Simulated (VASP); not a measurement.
# NiO (Fm-3m) in VASP: a series of runs, part 2 of 2

VASP 6.6.1.

## (3) Single point, LDA+U, collinear spin, antiferromagnetic start

This run uses another cell than the first one: it holds 4 atoms, not 2.

Input file INCAR:

```
SYSTEM = NiO
PREC = Accurate
ENCUT = 520
EDIFF = 1E-6
ISMEAR = 0
SIGMA = 0.05
LREAL = .FALSE.
LASPH = .TRUE.
NELM = 100
ALGO = Fast
ISIF = 2
LWAVE = .FALSE.
LCHARG = .TRUE.
ISPIN = 2
MAGMOM = 1 -1 0 0
LORBIT = 11
LMAXMIX = 4
LDAU = .TRUE.
LDAUTYPE = 2
LDAUL = 2 -1
LDAUU = 8 0
LDAUJ = 0 0
LDAUPRINT = 1
LELF = .TRUE.
LVHAR = .TRUE.
```

Input file KPOINTS:

```
regular mesh
0
G
  7 7 7
  0 0 0
```

Input file POSCAR:

```
NiO
1.0
    4.1826190200      2.0913095100      2.0913095100
    2.0913095100      4.1826190200      2.0913095100
    2.0913095100      2.0913095100      4.1826190200
Ni O
2 2
Direct
    0.0000000000      0.0000000000      0.0000000000
    0.5000000000      0.5000000000      0.5000000000
    0.2500000000      0.2500000000      0.2500000000
    0.7500000000      0.7500000000      0.7500000000
```

Potentials or basis: VASP PAW LDA potentials, release 64 (Ni, O).

The run is started by

```
$ cat potpaw_LDA.64/Ni/POTCAR potpaw_LDA.64/O/POTCAR > POTCAR
$ mpirun -np 1 vasp_std > vasp.out
```

OUTCAR:

```text
SYSTEM = NiO
   PREC = Accurate
   ENCUT = 520
   EDIFF = 1E-6
   ISMEAR = 0
   LREAL = .FALSE.
   LASPH = .TRUE.
   NELM = 100
   ISIF = 2
   ISPIN = 2
   LORBIT = 11

 ion  position               nearest neighbor table
   1  0.000  0.000  0.000-   4 2.09   4 2.09   4 2.09   3 2.09   3 2.09   3 2.09   2 2.96   2 2.96
                             2 2.96   2 2.96   2 2.96   2 2.96
   2  0.500  0.500  0.500-   3 2.09   3 2.09   3 2.09   4 2.09   4 2.09   4 2.09   1 2.96   1 2.96
                             1 2.96   1 2.96   1 2.96   1 2.96
   3  0.250  0.250  0.250-   1 2.09   1 2.09   1 2.09   2 2.09   2 2.09   2 2.09
   4  0.750  0.750  0.750-   2 2.09   2 2.09   2 2.09   1 2.09   1 2.09   1 2.09

  LATTYP: Found a trigonal (rhomboedric) cell.
 ALAT       =     5.1226411937
 COS(alpha) =     0.8333333333

  Lattice vectors:

 A1 = (   4.1826190200,   2.0913095100,   2.0913095100)
 A2 = (   2.0913095100,   4.1826190200,   2.0913095100)
 A3 = (   2.0913095100,   2.0913095100,   4.1826190200)

Analysis of symmetry for initial positions (statically):
=====================================================================
 Subroutine PRICEL returns following result:

  LATTYP: Found a face centered cubic cell.
 ALAT       =     4.1826190200
[... 12 lines left out ...]
 Subroutine GETGRP returns: Found 12 space group operations
 (whereof 12 operations were pure point group operations)
 out of a pool of 12 trial point group operations.

The static configuration has the point symmetry D_3d.

Analysis of symmetry for dynamics (positions and initial velocities):
=====================================================================
 Subroutine PRICEL returns following result:

  LATTYP: Found a face centered cubic cell.
 ALAT       =     4.1826190200
[... 12 lines left out ...]
 Subroutine GETGRP returns: Found 12 space group operations
 (whereof 12 operations were pure point group operations)
 out of a pool of 12 trial point group operations.

The dynamic configuration has the point symmetry D_3d.

Analysis of structural, dynamic, and magnetic symmetry:
=====================================================================
 Subroutine PRICEL returns following result:
[... 238 lines left out ...]
  free energy    TOTEN  =       -22.87502665 eV

  energy without entropy =      -22.87502665  energy(sigma->0) =      -22.87502665

 E-fermi :   6.0027     XC(G=0): -13.1247

 val. band max:        5.7160557606   @ k =   0.4286   0.4286   0.4286
 cond. band min:       9.2925674088   @ k =   0.0000   0.0000   0.0000
 fundamental gap:      3.5765116483
 Fermi energy:         6.0026562833

 spin component 1

 k-point     1 :       0.0000    0.0000    0.0000
  band No.  band energies     occupation
      1     -12.0721      1.00000
      2     -10.5630      1.00000
      3      -1.4472      1.00000
      4      -1.1034      1.00000
      5      -1.1034      1.00000
      6       0.7176      1.00000
[... 1097 lines left out ...]
     19      12.8161      0.00000
     20      14.9192      0.00000

 [... further k-points ...]

------------------------ aborting loop because EDIFF is reached ----------------------------------------

  FORCE on cell =-STRESS in cart. coord.  units (eV):
  Direction    XX          YY          ZZ          XY          YZ          ZX
  --------------------------------------------------------------------------------------
  -------------------------------------------------------------------------------------
  Total       -4.8835738     -4.8835738     -4.8835738     -0.0175493     -0.0175493     -0.0175493
  in kB     -213.8618946   -213.8618946   -213.8618946     -0.7685222     -0.7685222     -0.7685222
  external PRESSURE =    -213.8618946 kB  Pullay stress =       0.0000000 kB

 VOLUME and BASIS-vectors are now :
 -----------------------------------------------------------------------------
  energy-cutoff  :      520.00
  volume of cell :       36.59
      direct lattice vectors                 reciprocal lattice vectors
     4.182619020  2.091309510  2.091309510     0.358626973 -0.119542324 -0.119542324
     2.091309510  4.182619020  2.091309510    -0.119542324  0.358626973 -0.119542324
     2.091309510  2.091309510  4.182619020    -0.119542324 -0.119542324  0.358626973

 POSITION                                       TOTAL-FORCE (eV/Angst)
 -----------------------------------------------------------------------------------
      0.00000      0.00000      0.00000        -0.000000     -0.000000      0.000000
      4.18262      4.18262      4.18262        -0.000000     -0.000000     -0.000000
      2.09131      2.09131      2.09131         0.000000      0.000000     -0.000000
      6.27393      6.27393      6.27393        -0.000000     -0.000000      0.000000
 -----------------------------------------------------------------------------------
    total drift:                                0.000000     -0.000000     -0.000000

  FREE ENERGIE OF THE ION-ELECTRON SYSTEM (eV)
  ---------------------------------------------------
  free  energy   TOTEN  =       -22.8750266518 eV

  energy  without entropy=      -22.8750266518  energy(sigma->0) =      -22.87502665

 total charge

# of ion       s       p       d       tot
------------------------------------------
    1        0.346   0.428   8.289   9.064
    2        0.346   0.428   8.289   9.064
    3        1.535   3.446   0.000   4.980
    4        1.535   3.446   0.000   4.980
--------------------------------------------------
tot          3.762   7.747  16.578  28.088

 magnetization (x)

# of ion       s       p       d       tot
------------------------------------------
    1       -0.002  -0.004   1.782   1.777
    2        0.002   0.004  -1.782  -1.777
    3        0.000   0.000   0.000   0.000
    4        0.000   0.000   0.000   0.000
--------------------------------------------------
tot          0.000   0.000   0.000   0.000
```

stdout:

```text
POSCAR found type information on POSCAR NiO
 POSCAR found :  2 types and       4 ions
 scaLAPACK will be used
 LDA part: xc-table for (Slater(with rela. corr.)+CA(PZ))
 , standard interpolation
 POSCAR, INCAR and KPOINTS ok, starting setup
 FFT: planning ... GRIDC
 FFT: planning ... GRID_SOFT
 FFT: planning ... GRID
 WAVECAR not read
 entering main loop
```

Run time: 3.3 min. Hardware: 1 thread of Intel Xeon Platinum 8488C (Sapphire Rapids), shared host; peak memory 0.25 GiB.

Results:

```
Free energy                                           : -22.8750 eV
Pressure                                              : -21.4 GPa
Band gap on the k mesh                                : 3.58 eV
Net moment                                            : 0.00 μB per cell
Site moments                                          : Ni +1.78, -1.78; O +0.00 μB
Valence electrons inside the program's atomic spheres : Ni 9.06; O 4.98
```

Levels at points of the mesh, in eV from the valence-band top:
Spin up:
```csv
k point,band 12,band 13,band 14,band 15,band 16,band 17,band 18,band 19,band 20
"(0.00, 0.00, 0.00)",-0.74,-0.74,-0.62,-0.62,-0.61,3.58,4.43,4.43,7.42
```
Spin down:
| k point | band 14 | band 15 | band 16 | band 17 | band 18 | band 19 |
| --- | --- | --- | --- | --- | --- | --- |
| (0.00, 0.00, 0.00) | -0.62 | -0.62 | -0.61 | 3.58 | 4.43 | 4.43 |

Eigenvalues of the final occupation matrices:
| site | spin | trace | eigenvalues |
| --- | --- | --- | --- |
| site 1 d | 1 | 5.05 | 0.99 0.99 0.99 1.04 1.04 |
| site 1 d | 2 | 3.27 | 0.15 0.15 0.99 0.99 0.99 |
| site 2 d | 1 | 3.27 | 0.15 0.15 0.99 0.99 0.99 |
| site 2 d | 2 | 5.05 | 0.99 0.99 0.99 1.04 1.04 |

Caveat: an odd mesh through Γ misses points on the zone boundary, where band edges often lie.
